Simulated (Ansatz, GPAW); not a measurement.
This is a calculation of InP for GPAW 26.7.0 (ASE script). 

Contents of run.py:

```python
from ase.dft.bandgap import bandgap
from ase.io import read, write
from ase.units import GPa
from gpaw import GPAW, PW

atoms = read('InP.xyz')

calc = GPAW(mode=PW(600),
            xc='PBE',
            kpts={'size': (8, 8, 8), 'gamma': True},
            occupations={'name': 'methfessel-paxton', 'order': 0, 'width': 0.020999999999999998},
            nbands=18,
            convergence={'density': 1e-05, 'energy': 1e-05},
            maxiter=150,
            txt='gpaw.txt')
atoms.calc = calc
energy = atoms.get_potential_energy()
forces = atoms.get_forces()
stress = atoms.get_stress()
calc.write('gs.gpw')
write('result.traj', atoms)
print(f'Energy: {energy:.6f} eV')
print('Forces (eV/A):')
print(forces.round(4))
print('Stress (GPa):', (stress / GPa).round(3))
print('Fermi level:', round(calc.get_fermi_level(), 4), 'eV')
print(f'Gap: {bandgap(calc)[0]:.4f} eV, direct: {bandgap(calc, direct=True)[0]:.4f} eV')
```

The input InP.xyz:

```xyz
2
Lattice="0.0000000000 2.9305000000 2.9305000000 2.9305000000 0.0000000000 2.9305000000 2.9305000000 2.9305000000 0.0000000000" Properties=species:S:1:pos:R:3 pbc="T T T"
In     0.0000000000      0.0000000000      0.0000000000
P      4.3957500000      4.3957500000      4.3957500000
```

Potentials or basis: GPAW PAW data sets (gpaw-data 1.2.1), pw.

The run is started by

```bash
$ OMP_NUM_THREADS=1 python run.py
```

Set up the same calculation for Ansatz 0.2.0. Potentials or basis there: all-electron LAPW, scalar-relativistic.

As run (cutoffs and basis follow the program's own potentials, and thresholds, step limits or extra output files can differ):

Contents of input.yaml:

```yaml
crystal:
  lattice:
    - [0.0, 2.9305, 2.9305]
    - [2.9305, 0.0, 2.9305]
    - [2.9305, 2.9305, 0.0]
  atoms:
    - { symbol: In, position: [0.0, 0.0, 0.0] }
    - { symbol: P, position: [0.75, 0.75, 0.75] }
kpoints:
  mp_grid: { grid: [8, 8, 8] }
scf:
  occupations: { method: gaussian, width: 0.021 }
hamiltonian:
  xc: pbe
  pseudopotentials: { kind: all_electron, lapw: { basis_error: 0.001 } }
output:
  forces: true
  stress: true
  eigenvalues: true
```

Potentials or basis: all-electron LAPW, scalar-relativistic.

Launch:

```sh
$ ansatz run input.yaml --threads 1 --pin off --max-ram 3072MiB --backend cpu --events-out ev --progress --plain --runs-dir out
```

Both were run:

|  | GPAW | Ansatz |
| --- | --- | --- |
| Pressure | 3.0 GPa | 3.3 GPa |

Where Ansatz's input types no cutoff or centring, it takes its own default and a Γ-centred mesh.

Pressure is positive in compression.
